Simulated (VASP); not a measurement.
# GaN (I-4m2) in VASP: a series of runs

The runs below take GaN through single point, relaxation of the atoms, with PBEsol.

Program: VASP 6.6.1. These are calculated values, not measurements. Logs are shortened: lines on timing, memory, paths and dates and some standing lists are left out, and cuts for length are marked.

**1. The cell of the first run**

Symmetry: I-4m2, No. 119, tetragonal system. The conventional cell has a = 3.082 Å, b = 3.082 Å, c = 4.582 Å, α = 90.00°, β = 90.00°, γ = 90.00°. Ga (site symmetry -4m2) is surrounded by 4 N at 1.92 Å. N (site symmetry -4m2) has 4 Ga at 1.92 Å as nearest neighbours.

The cell was built by a generator and isn't the measured one.

**2. Single point, PBEsol (strained cell)**

File INCAR:

```
SYSTEM = GaN
PREC = Accurate
ENCUT = 520
EDIFF = 1E-7
ISMEAR = 0
SIGMA = 0.02
LREAL = .FALSE.
LASPH = .TRUE.
NELM = 100
ALGO = Normal
ISIF = 2
LWAVE = .FALSE.
LCHARG = .FALSE.
GGA = PS
NBANDS = 16
```

File KPOINTS:

```
Automatic mesh
0
G
  10 10 10
  0 0 0
```

File POSCAR:

```
GaN
1.0
    0.0000000000      2.1794272668      2.2909851537
    2.1794272668      0.0000000000      2.2909851537
    2.1794272668      2.1794272668      0.0000000000
Ga N
1 1
Direct
    0.0000000000      0.0000000000      0.0000000000
    0.2500000000      0.2500000000      0.2500000000
```

Potentials or basis: VASP PAW PBE potentials, release 64 (Ga_d, N).

Run with:

```console
$ cat potpaw_PBE.64/Ga_d/POTCAR potpaw_PBE.64/N/POTCAR > POTCAR
$ mpirun -np 1 vasp_std > vasp.out
```

OUTCAR:

```text
SYSTEM = GaN
   PREC = Accurate
   ENCUT = 520
   EDIFF = 1E-7
   ISMEAR = 0
   LREAL = .FALSE.
   LASPH = .TRUE.
   NELM = 100
   ISIF = 2
   GGA = PS

 ion  position               nearest neighbor table
   1  0.000  0.000  0.000-   2 1.92   2 1.92   2 1.92   2 1.92
   2  0.250  0.250  0.250-   1 1.92   1 1.92   1 1.92   1 1.92

  LATTYP: Found a body centered tetragonal cell.
 ALAT       =     3.0821755989
 C/A-ratio  =     1.4866026157

  Lattice vectors:

 A1 = (  -2.1794272668,   0.0000000000,   2.2909851537)
 A2 = (   2.1794272668,   0.0000000000,   2.2909851537)
 A3 = (   0.0000000000,   2.1794272668,  -2.2909851537)

Analysis of symmetry for initial positions (statically):
=====================================================================
 Subroutine PRICEL returns:
 Original cell was already a primitive cell.

 Routine SETGRP: Setting up the symmetry group for a
 body centered tetragonal supercell.

 Subroutine GETGRP returns: Found  8 space group operations
 (whereof  8 operations were pure point group operations)
 out of a pool of 16 trial point group operations.

The static configuration has the point symmetry D_2d.

Analysis of symmetry for dynamics (positions and initial velocities):
=====================================================================
 Subroutine PRICEL returns:
 Original cell was already a primitive cell.

 Routine SETGRP: Setting up the symmetry group for a
 body centered tetragonal supercell.

 Subroutine GETGRP returns: Found  8 space group operations
 (whereof  8 operations were pure point group operations)
 out of a pool of 16 trial point group operations.

The dynamic configuration has the point symmetry D_2d.

 Subroutine INISYM returns: Found  8 space group operations
 (whereof  8 operations are pure point group operations),
 and found     1 'primitive' translations

----------------------------------------------------------------------------------------

                                     Primitive cell

  volume of cell :      21.7639

  direct lattice vectors                    reciprocal lattice vectors
     0.000000000  2.179427267  2.290985154    -0.229418071  0.229418071  0.218246722
     2.179427267  0.000000000  2.290985154     0.229418071 -0.229418071  0.218246722
     2.179427267  2.179427267  0.000000000     0.229418071  0.229418071 -0.218246722

  length of vectors
     3.162043040  3.162043040  3.082175599     0.391020376  0.391020376  0.391020376

  position of ions in fractional coordinates (direct lattice)
     0.000000000  0.000000000  0.000000000
     0.250000000  0.250000000  0.250000000

  ion indices of the primitive-cell ions
   primitive index   ion index
                 1           1
                 2           2

----------------------------------------------------------------------------------------

 KPOINTS: Automatic mesh

Automatic generation of k-mesh.
 Grid dimensions read from file:
 generate k-points for:   10   10   10

 Generating k-lattice:

  Cartesian coordinates                     Fractional coordinates (reciprocal lattice)
    -0.022941807  0.022941807  0.021824672     0.100000000 -0.000000000  0.000000000
     0.022941807 -0.022941807  0.021824672    -0.000000000  0.100000000  0.000000000
     0.022941807  0.022941807 -0.021824672     0.000000000  0.000000000  0.100000000

  Length of vectors
     0.039102038  0.039102038  0.039102038

  Shift w.r.t. Gamma in fractional coordinates (k-lattice)
     0.000000000  0.000000000  0.000000000

 Subroutine IBZKPT returns following result:
 ===========================================

 Found    102 irreducible k-points:

 Following reciprocal coordinates:
            Coordinates               Weight
  0.000000  0.000000  0.000000      1.000000
  0.100000 -0.000000  0.000000      8.000000
  0.200000 -0.000000  0.000000      8.000000
  0.300000  0.000000  0.000000      8.000000
  0.400000 -0.000000  0.000000      8.000000
  0.500000  0.000000  0.000000      4.000000
[... 16 lines left out ...]
  0.300000  0.300000  0.000000      2.000000
  0.400000  0.300000  0.000000      8.000000
 [... further k-points ...]
   k-points           NKPTS =    102   k-points in BZ     NKDIM =    102   number of bands    NBANDS=     16
   number of dos      NEDOS =    301   number of ions     NIONS =      2
   total plane-waves  NPLWV =  13824
   dimension x,y,z NGX =    24 NGY =   24 NGZ =   24
   dimension x,y,z NGXF=    48 NGYF=   48 NGZF=   48
   ions per type =               1   1
   NGX,Y,Z   is equivalent  to a cutoff of  12.62, 12.62, 12.95 a.u.
   NGXF,Y,Z  is equivalent  to a cutoff of  25.24, 25.24, 25.89 a.u.
 SYSTEM =  GaN
   PREC   = accura    normal or accurate (medium, high low for compatibility)
   ISTART =      0    job   : 0-new  1-cont  2-samecut
   ICHARG =      2    charge: 1-file 2-atom 10-const
   ISPIN  =      1    spin polarized calculation?
   LNONCOLLINEAR =      F non collinear calculations
   LSORBIT =      F    spin-orbit coupling
   LASPH  =      T    aspherical Exc in radial PAW
   ENCUT  =  520.0 eV  38.22 Ry    6.18 a.u.   5.88  5.88  5.73*2*pi/ulx,y,z
   NELM   =    100;   NELMIN=  2; NELMDL= -5     # of ELM steps
   EDIFF  = 0.1E-06   stopping-criterion for ELM
   LREAL  =      F    real-space projection
   EDIFFG = 0.1E-05   stopping-criterion for IOM
   NSW    =      0    number of steps for IOM
   IBRION =     -1    ionic relax: 0-MD 1-quasi-New 2-CG
   NFREE  =      0    steps in history (QN), initial steepest desc. (CG)
   ISIF   =      2    stress and relaxation
   ISYM   =      2    0-nonsym 1-usesym 2-fastsym
   POTIM  = 0.5000    time-step for ionic-motion
   TEBEG  =    0.0;   TEEND  =   0.0 temperature during run
   PSTRESS=    0.0 pullay stress
   NELECT =      18.0000    total number of electrons
   NUPDOWN=      -1.0000    fix difference up-down
   EMIN   =  10.00;   EMAX   =-10.00  energy-range for DOS
   EFERMI =   0.00;   METHOD = LEGACY
   ISMEAR =     0;   SIGMA  =   0.02  broadening in eV -4-tet -1-fermi 0-gaus
   EFERMI_NEDOS =   21; number of points for ismear=-14 and -15
   IALGO  =     38    algorithm
   IMIX   =      4    mixing-type and parameters
     AMIX     =   0.40;   BMIX     =  1.00
     AMIX_MAG =   1.60;   BMIX_MAG =  1.00
  volume/ion in A,a.u.               =      10.88        73.44
  Fermi-wavevector in a.u.,A,eV,Ry     =   1.536691  2.903926 32.129075  2.361420
  Thomas-Fermi vector in A             =   2.643305
   LORBIT       =      0    0 simple, 1 ext, 2 COOP (PROOUT), +10 PAW based schemes
   GGA     = PS    functional components
   LHFCALC =     F    Hartree Fock is set to
   AEXX    =    0.0000 exact exchange contribution
   IVDW    =     0    specifies the selected vdW correction
   LEPSILON=     F    determine dielectric tensor
   LRPA    =     F    only Hartree local field effects (RPA)
 non-spin polarized calculation
 Gauss-broadening in eV      SIGMA  =   0.02
  energy-cutoff  :      520.00
  volume of cell :       21.76
 maximum number of plane-waves:       604
   NGX = 11   NGY = 11   NGZ = 11

 number of electron      18.0000007 magnetization

 Free energy of the ion-electron system (eV)
  ---------------------------------------------------
  ext. energy  EPLUGINS =         0.00000000
  ---------------------------------------------------
  free energy    TOTEN  =       -13.08135465 eV

  energy without entropy =      -13.08135465  energy(sigma->0) =      -13.08135465

 E-fermi :   5.9917     XC(G=0): -12.1773

 val. band max:        5.8018466479   @ k =   0.0000   0.0000   0.0000
 cond. band min:       7.7125790085   @ k =   0.0000   0.0000   0.0000
 fundamental gap:      1.9107323606
 Fermi energy:         5.9916501631

 k-point     1 :       0.0000    0.0000    0.0000
  band No.  band energies     occupation
      1     -10.6606      2.00000
      2      -7.7901      2.00000
      3      -7.7289      2.00000
      4      -7.7289      2.00000
      5      -7.3764      2.00000
      6      -7.3690      2.00000
[... 8 lines left out ...]
     15      23.7786      0.00000
     16      24.7858      0.00000

 k-point     2 :       0.1000   -0.0000    0.0000
  band No.  band energies     occupation
      1     -10.5362      2.00000
      2      -7.7675      2.00000
      3      -7.7132      2.00000
      4      -7.7022      2.00000
      5      -7.3761      2.00000
      6      -7.3721      2.00000
[... 8 lines left out ...]
     15      23.9072      0.00000
     16      24.0610      0.00000

 k-point     3 :       0.2000   -0.0000    0.0000
  band No.  band energies     occupation
      1     -10.2144      2.00000
      2      -7.7205      2.00000
      3      -7.6762      2.00000
      4      -7.5661      2.00000
      5      -7.3756      2.00000
      6      -7.3682      2.00000
[... 8 lines left out ...]
     15      22.9918      0.00000
     16      23.0710      0.00000

 k-point     4 :       0.3000    0.0000    0.0000
  band No.  band energies     occupation
      1      -9.8527      2.00000
      2      -7.6866      2.00000
      3      -7.6426      2.00000
      4      -7.3666      2.00000
      5      -7.3534      2.00000
      6      -7.1726      2.00000
[... 8 lines left out ...]
     15      23.3587      0.00000
     16      23.3768      0.00000
[... 324 lines left out ...]
 k-point    22 :      -0.2000    0.2000    0.0000
  band No.  band energies     occupation
      1      -9.7297      2.00000
      2      -7.6705      2.00000
      3      -7.6104      2.00000
      4      -7.4089      2.00000
      5      -7.4067      2.00000
      6      -6.9341      2.00000
[... 8 lines left out ...]
     15      23.7552      0.00000
     16      26.3232      0.00000

 k-point    23 :       0.3000    0.3000    0.0000
  band No.  band energies     occupation
      1      -9.6652      2.00000
      2      -7.5845      2.00000
      3      -7.5141      2.00000
      4      -7.5141      2.00000
      5      -7.3215      2.00000
      6      -7.0875      2.00000
[... 8 lines left out ...]
     15      28.9153      0.00000
     16      29.2004      0.00000

 k-point    24 :       0.4000    0.3000    0.0000
  band No.  band energies     occupation
      1      -9.5006      2.00000
      2      -7.5989      2.00000
      3      -7.4807      2.00000
      4      -7.4746      2.00000
      5      -7.3131      2.00000
      6      -6.6392      2.00000
[... 8 lines left out ...]
     15      28.9196      0.00000
     16      29.0400      0.00000

 [... further k-points ...]

------------------------ aborting loop because EDIFF is reached ----------------------------------------

  FORCE on cell =-STRESS in cart. coord.  units (eV):
  Direction    XX          YY          ZZ          XY          YZ          ZX
  --------------------------------------------------------------------------------------
  -------------------------------------------------------------------------------------
  Total        1.4958954      1.4958954      0.5714913      0.0000000     -0.0000000      0.0000000
  in kB      110.1221753    110.1221753     42.0710326      0.0000000     -0.0000000      0.0000000
  external PRESSURE =      87.4384610 kB  Pullay stress =       0.0000000 kB

 VOLUME and BASIS-vectors are now :
 -----------------------------------------------------------------------------
  energy-cutoff  :      520.00
  volume of cell :       21.76
      direct lattice vectors                 reciprocal lattice vectors
     0.000000000  2.179427267  2.290985154    -0.229418071  0.229418071  0.218246722
     2.179427267  0.000000000  2.290985154     0.229418071 -0.229418071  0.218246722
     2.179427267  2.179427267  0.000000000     0.229418071  0.229418071 -0.218246722

 POSITION                                       TOTAL-FORCE (eV/Angst)
 -----------------------------------------------------------------------------------
      0.00000      0.00000      0.00000         0.000000      0.000000      0.000000
      1.08971      1.08971      1.14549        -0.000000     -0.000000     -0.000000
 -----------------------------------------------------------------------------------
    total drift:                               -0.000000     -0.000000      0.000003

  FREE ENERGIE OF THE ION-ELECTRON SYSTEM (eV)
  ---------------------------------------------------
  free  energy   TOTEN  =       -13.0813546542 eV

  energy  without entropy=      -13.0813546542  energy(sigma->0) =      -13.08135465
```

It took 27 s on 1 thread of Intel Xeon Platinum 8259CL at 2.50GHz (Skylake/Cascade Lake), shared host; peak memory 0.16 GiB.

What came out:

| Item | Value |
| --- | --- |
| Free energy | -13.0814 eV |
| Pressure | 8.7 GPa |
| Band gap on the k mesh | 1.91 eV, direct |

Caveat: the PAW data sets were made with another functional, which shifts forces and pressure a little.

**3. Relaxation of the atoms, PBEsol (strained cell)**

File INCAR:

```
PREC = Accurate
ENCUT = 520
EDIFF = 1E-7
ISMEAR = 0
SIGMA = 0.02
LREAL = False
LASPH = True
NELM = 100
ALGO = Fast
ISIF = 2
LWAVE = False
LCHARG = False
GGA = PS
IBRION = 2
NSW = 60
EDIFFG = -0.002
```

File KPOINTS:

```
Automatic mesh
0
Gamma
  10 10 10
```

POSCAR is that of step 2.

Potentials or basis: VASP PAW PBE potentials, release 64 (Ga_d, N).

Run with:

```console
$ cat potpaw_PBE.64/Ga_d/POTCAR potpaw_PBE.64/N/POTCAR > POTCAR
$ mpirun -np 1 vasp_std > vasp.out
```

It took 28 s on 1 thread of Intel Xeon Platinum 8259CL at 2.50GHz (Skylake/Cascade Lake), shared host; peak memory 0.16 GiB.

It converged, with:

| Quantity | Value |
| --- | --- |
| Free energy | -13.0814 eV |
| Pressure after relaxing | 8.8 GPa |
| Band gap on the k mesh | 1.91 eV, direct |

Stress tensor (GPa, compression positive):
```
11.04  0.00  0.00
 0.00 11.04  0.00
 0.00  0.00  4.23
```

Final structure:
```
Ga N
1.0
     0.00000    2.17943    2.29099
     2.17943    0.00000    2.29099
     2.17943    2.17943    0.00000
Ga N
1 1
Cartesian
  0.0000 0.0000 0.0000
  1.0897 1.0897 1.1455
```

Levels at points of the mesh, in eV from the valence-band top:
| k point | band 6 | band 7 | band 8 | band 9 | band 10 | band 11 | band 12 | band 13 |
| --- | --- | --- | --- | --- | --- | --- | --- | --- |
| (0.00, 0.00, 0.00) | -13.17 | -0.26 | 0.00 | 0.00 | 1.91 | 10.43 | 10.43 | 10.57 |
| (0.50, 0.00, 0.00) | -11.92 | -7.53 | -1.33 | -0.93 | 4.74 | 8.92 | 10.18 | 10.87 |
| (0.50, 0.50, 0.00) | -11.69 | -6.86 | -2.73 | -2.73 | 3.40 | 7.31 | 11.36 | 14.63 |
| (0.50, 0.00, 0.50) | -11.41 | -6.28 | -3.14 | -3.11 | 3.04 | 6.49 | 12.10 | 13.78 |

Caveat: the relaxation stopped at its first step, so nothing moved; the PAW data sets were made with another functional, which shifts forces and pressure a little.

**4. Single point, PBEsol (strained cell)**

File INCAR:

```
SYSTEM = GaN
PREC = Accurate
ENCUT = 520
EDIFF = 1E-6
ISMEAR = 0
SIGMA = 0.02
LREAL = .False.
LASPH = .True.
NELM = 100
ALGO = Fast
ISIF = 2
LWAVE = .False.
LCHARG = .False.
GGA = PS
NBANDS = 16
```

File KPOINTS:

```
Automatic mesh
0
Gamma
  10 10 10
  0 0 0
```

File POSCAR:

```
GaN
1.0
    0.0000000000      2.1794272668      2.3584596821
    2.1794272668      0.0000000000      2.3584596821
    2.1794272668      2.1794272668      0.0000000000
Ga N
1 1
Direct
    0.0000000000      0.0000000000      0.0000000000
    0.2500000000      0.2500000000      0.2500000000
```

Run with:

```console
$ cat potpaw_PBE.64/Ga_d/POTCAR potpaw_PBE.64/N/POTCAR > POTCAR
$ mpirun -np 1 vasp_std > vasp.out
```

It took 30 s on 1 thread of Intel Xeon Platinum 8259CL at 2.50GHz (Skylake/Cascade Lake), shared host; peak memory 0.16 GiB.

It converged, with:

| Item | Value |
| --- | --- |
| Free energy | -13.0790 eV |
| Pressure | 2.5 GPa |
| Band gap on the k mesh | 1.65 eV, direct |

Stress tensor (GPa, compression positive):
```
 6.37  0.00  0.00
 0.00  6.37  0.00
 0.00  0.00 -5.37
```

Levels at points of the mesh, in eV from the valence-band top:
```csv
k point,band 6,band 7,band 8,band 9,band 10,band 11,band 12,band 13
"(0.00, 0.00, 0.00)",-13.24,-0.43,0.00,0.00,1.65,10.17,10.17,10.37
"(0.50, 0.00, 0.00)",-11.98,-7.38,-1.47,-0.82,4.38,8.61,9.88,10.86
"(0.50, 0.50, 0.00)",-11.85,-6.99,-2.52,-2.52,3.49,7.37,10.86,14.23
"(0.50, 0.00, 0.50)",-11.41,-6.10,-3.13,-3.11,2.94,6.13,11.92,12.85
```

Caveat: the PAW data sets were made with another functional, which shifts forces and pressure a little.

**5. Relaxation of the atoms, PBEsol (strained cell)**

File INCAR:

```
  PREC = Accurate
  ENCUT = 520
  EDIFF = 1E-7
  ISMEAR = 0
  SIGMA = 0.02
  LREAL = F
  LASPH = T
  NELM = 100
  ALGO = Normal
  ISIF = 2
  LWAVE = F
  LCHARG = F
  GGA = PS
  IBRION = 2
  NSW = 60
  EDIFFG = -0.002
```

File KPOINTS:

```
regular mesh
0
Gamma
  10 10 10
```

POSCAR is that of step 4.

Run with:

```console
$ cat potpaw_PBE.64/Ga_d/POTCAR potpaw_PBE.64/N/POTCAR > POTCAR
$ mpirun -np 1 vasp_std > vasp.out
```

Wall time 21 s (1 thread of Intel Xeon Platinum 8259CL at 2.50GHz (Skylake/Cascade Lake), shared host); peak memory 0.16 GiB.

It converged, with:

| Item | Value |
| --- | --- |
| Free energy | -13.0790 eV |
| Pressure after relaxing | 2.3 GPa |
| Band gap on the k mesh | 1.65 eV, direct |

Stress tensor (GPa, compression positive):
```
 6.24  0.00  0.00
 0.00  6.24  0.00
 0.00  0.00 -5.50
```

Final structure:
```
Ga N
1.0
     0.00000    2.17943    2.35846
     2.17943    0.00000    2.35846
     2.17943    2.17943    0.00000
Ga N
1 1
Direct
  0.00000 0.00000 0.00000
  0.25000 0.25000 0.25000
```

Levels at points of the mesh, in eV from the valence-band top:
| k point | band 6 | band 7 | band 8 | band 9 | band 10 | band 11 | band 12 | band 13 |
| --- | --- | --- | --- | --- | --- | --- | --- | --- |
| (0.00, 0.00, 0.00) | -13.23 | -0.43 | 0.00 | 0.00 | 1.65 | 10.17 | 10.17 | 10.37 |
| (0.50, 0.00, 0.00) | -11.98 | -7.38 | -1.47 | -0.82 | 4.38 | 8.61 | 9.88 | 10.86 |
| (0.50, 0.50, 0.00) | -11.85 | -6.99 | -2.52 | -2.52 | 3.49 | 7.37 | 10.86 | 14.23 |
| (0.50, 0.00, 0.50) | -11.41 | -6.10 | -3.13 | -3.11 | 2.94 | 6.13 | 11.92 | 12.85 |

Caveat: the relaxation stopped at its first step, so nothing moved; the PAW data sets were made with another functional, which shifts forces and pressure a little.
